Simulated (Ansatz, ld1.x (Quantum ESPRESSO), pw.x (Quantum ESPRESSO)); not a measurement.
## magnesium (Mg): one change to the ultrasoft potential, in the atom and in the fcc crystal

ld1.x (Quantum ESPRESSO) 7.5 input, shortened:

```
&input
   title='Mg', zed=12., rel=1, dft='PBE', iswitch=3,
   config='[Ne] 3s1.5 3p0 3d-2'
 /
 &inputp
   pseudotype=3, tm=.true., lloc=-1, rcloc=2.00,
   nlcc=.true., new_core_ps=.true., rcore=1.75
 /
6
3S  1  0   1.50   0.00  2.00  2.65  0.0
3S  1  0   0.00   0.75  2.00  2.65  0.0
3P  2  1   0.00   0.00  2.05  2.60  0.0
3P  2  1   0.00   1.25  2.05  2.60  0.0
3D  3  2  -2.00   0.40  1.70  2.05  0.0
3D  3  2  -2.00   2.55  1.70  2.05  0.0
 &test
   configts(1)='3s1.5 3p0'
 /
```

Change: type TM; waves now 3p (bound): rc 2.60 bohr; 3d channel at 0.4 Ry: rc 2.05 bohr; 3s (bound): rc 2.65 bohr; local potential the s channel.

Cutoffs, loose and tight: the cutoffs (Ry, on a coarse ladder) from which the occupation-weighted sum of valence levels, in a spherical-Bessel basis at the reference potential, stays within 10 and 1 mRy of its value at 400 Ry. They do not see the model core or the augmentation charge, which bear on the density cutoff. Test errors are all-electron minus pseudo excitation energies from the reference, over the configurations 3s2 3p0; 3s1 3p0; 3s1 3p1; 3s0 3p2; 3s0 3p1; variants that change the core or the reference have their own tests.

Crystal test: fcc Mg in pw.x 7.5, no spin, 13³ k-points, Fermi–Dirac smearing 0.01 Ry, cutoffs set for each file from its atomic test. The reference is all-electron LAPW (Ansatz 0.2.0) with the same functional, mesh and smearing; V0 and B0 come from Birch–Murnaghan fits to the pressures at five volumes. Errors are pseudo minus all-electron; Δ is the rms difference of the E(V) curves that follow from these fits, minima aligned, over ±6 % about the mean V0. Mesh and smearing are coarse, so the numbers serve the comparison and aren't converged zero-temperature values; the lattice is a test structure that the element need not adopt.

All-electron: a0 = 4.524 Å (V0 = 23.15 Å³/atom), B0 = 35.0 GPa.

Does the change bring the crystal closer to the all-electron result?

The mean pressure error goes from -0.14 to -1.11 GPa, so the change moves the solid further from the all-electron pressures.

```csv
quantity,base,changed
outcome (atom),generated,generated
"cutoff, loose (atom)",6 Ry,6 Ry
"cutoff, tight (atom)",6 Ry,15 Ry
bound ghosts (atom),none,none
largest test error (meV) (atom),+3.0,-8.8
cutoffs in pw.x (Ry),40/600,50/200
a0 (Å),4.518,4.475
a0 error (%),-0.13,-1.08
B0 error (%),+0.2,+4.1
Δ (meV/atom),0.7,5.8
mean pressure error (GPa),-0.14,-1.11
```

Changed file: This is a poor potential for the solid. The atomic cutoffs weigh occupied waves only.
